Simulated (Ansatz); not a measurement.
# Lead, hcp: HSE06 after PBE

How do the levels change when part of the exchange is made exact, and what does it cost? Spin polarisation is left out. The cell comes from an earlier PBE relaxation. Exact exchange is dear, so the k-mesh is coarse, and PBE is run on the same mesh for comparison.

Program: Ansatz 0.2.0. Level of theory: DFT, plane waves (420 eV) with PBE-made PAW files, scalar-relativistic; functionals as named at each step. These are calculated values, not measurements.

**1. The structure to begin with**

It takes space group P6_3/mmc (No. 194, hexagonal). The conventional cell has a = 3.554 Å, b = 3.554 Å, c = 5.828 Å, α = 90.00°, β = 90.00°, γ = 120.00°. Around Pb (site symmetry -6m2) lie 12 Pb at 3.55 to 3.56 Å.

As a file:

```xyz
2
Lattice="3.5542 0.0000 0.0000 -1.7771 3.0780 0.0000 0.0000 0.0000 5.8279" Properties=species:S:1:pos:R:3 pbc="T T T"
Pb    0.0000    2.0520    1.4570
Pb    1.7771    1.0260    4.3709
```

**2. PBE on the coarse mesh**

The run with PBE.

input.yaml

```yaml
crystal:
  lattice:
    - [3.5541969967, 0.0, 0.0]
    - [-1.7770984984, 3.0780248892, 0.0]
    - [0.0, 0.0, 5.8279283021]
  atoms:
    - { symbol: Pb, position: [0.3333333333, 0.6666666667, 0.25] }
    - { symbol: Pb, position: [0.6666666667, 0.3333333333, 0.75] }
hamiltonian:
  xc: pbe
  pseudopotentials:
    kind: paw
    azcp:
      Pb: "pseudopotentials/Pb.paw.azcp"
basis:
  ecutwfc: 420
  fft_grid_basis: typed
kpoints:
  mp_grid: { grid: [5, 5, 3], shift: [0, 0, 0] }
magnetization:
  spin_polarized: false
scf:
  occupations: { method: fermi_dirac, width: 0.1 }
```

Launch:

```bash
ansatz run input.yaml --threads 4 --pin off --max-ram 8192MiB --backend cpu --events-out ev --progress --plain --runs-dir out
```

**3. HSE06 on the coarse mesh**

The run with HSE06.

input.yaml: that of step 2 with these lines changed.

```diff
@@ -9,3 +9,3 @@
 hamiltonian:
-  xc: pbe
+  xc: hse06
   pseudopotentials:
```

(Steps that only read results are left out.)

Q: Predict the outcome of this session. Wanted: PBE: gap; HSE06: gap; HSE06: relative to fcc.

As calculated:

| quantity | value |
| --- | --- |
| PBE: gap | none (levels filled in part) |
| HSE06: gap | none (levels filled in part) |
| HSE06: SCF cycles, exchange loops | 14, 2 |
| HSE06: CPU time over that of PBE | 18 |
| HSE06: relative to fcc | +7 meV/atom |

Neither PBE nor HSE06 shows a clean gap on this mesh. HSE06 cost 18 times the CPU time of PBE. HSE06 needed 2 outer loops of the exchange operator. The dense-mesh value adds +18.7 meV/atom, the change that PBE shows between the coarse mesh and its own dense run (not shown). Under HSE06 it lies 7 meV/atom above fcc (computed apart in the same way); on such meshes a few tens of meV are uncertain for metals. Absolute energies differ from functional to functional, by eV per atom at times, and say nothing by themselves.
